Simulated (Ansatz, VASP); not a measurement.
# BP in VASP and in Ansatz

File INCAR:

```
PREC = Accurate
ENCUT = 520
EDIFF = 1E-7
ISMEAR = -1
SIGMA = 0.05
LREAL = False
LASPH = True
NELM = 60
ALGO = Normal
ISIF = 2
LWAVE = False
LCHARG = True
GGA = CA
LELF = True
LVHAR = True
NBANDS = 11
```

File KPOINTS:

```
Automatic mesh
0
Gamma
  15 15 15
```

The input POSCAR:

```
BP
1.0
    0.0000000000      2.2690000000      2.2690000000
    2.2690000000      0.0000000000      2.2690000000
    2.2690000000      2.2690000000      0.0000000000
B P
1 1
Direct
    0.0000000000      0.0000000000      0.0000000000
    0.7500000000      0.7500000000      0.7500000000
```

Input for Ansatz:

```yaml
crystal:
  lattice:
    - [0.0, 2.269, 2.269]
    - [2.269, 0.0, 2.269]
    - [2.269, 2.269, 0.0]
  atoms:
    - { symbol: B, position: [0.0, 0.0, 0.0] }
    - { symbol: P, position: [0.75, 0.75, 0.75] }
kpoints:
  mp_grid: { grid: [15, 15, 15] }
  band_path:
    path:
      - [0.0, 0.0, 0.0]
      - [-0.5, -0.5, 0.0]
      - [-0.375, -0.375, 0.25]
      - [-0.375, 0.0, 0.375]
      - [0.0, 0.0, 0.0]
      - [0.0, 0.0, 0.5]
      - [-0.5, -0.25, 0.25]
      - [-0.5, -0.5, 0.0]
    npoints: 14
scf:
  occupations: { method: fermi_dirac, width: 0.05 }
hamiltonian:
  xc: lda
  pseudopotentials: { kind: all_electron, lapw: { basis_error: 0.001 } }
output:
  forces: true
  stress: true
  eigenvalues: true
  populations: true
  dos: { projected: true, de: 0.2, e_range: [-14, 8] }
```

Alike in both runs: task single point; functional LDA; k mesh 15 × 15 × 15; occupations fermi-dirac, width 0.05 eV; no spin polarisation.

|  | VASP | Ansatz |
| --- | --- | --- |
| version | VASP 6.6.1 | Ansatz 0.2.0 |
| potentials or method | VASP PAW LDA potentials, release 64 (B, P) | all-electron LAPW, scalar-relativistic |
| plane-wave cutoff (eV) | 520 | see its input |

Ansatz gave:

| Property | Result |
| --- | --- |
| pressure (GPa) | -5.2 |

Task: Estimate VASP's values.

Result: Pressure (GPa): -5.3.

Ansatz ran all-electron here, so the differences hold the error of VASP's frozen core and of both bases.

Caveats: an odd mesh through Γ misses points on the zone boundary, where band edges often lie.
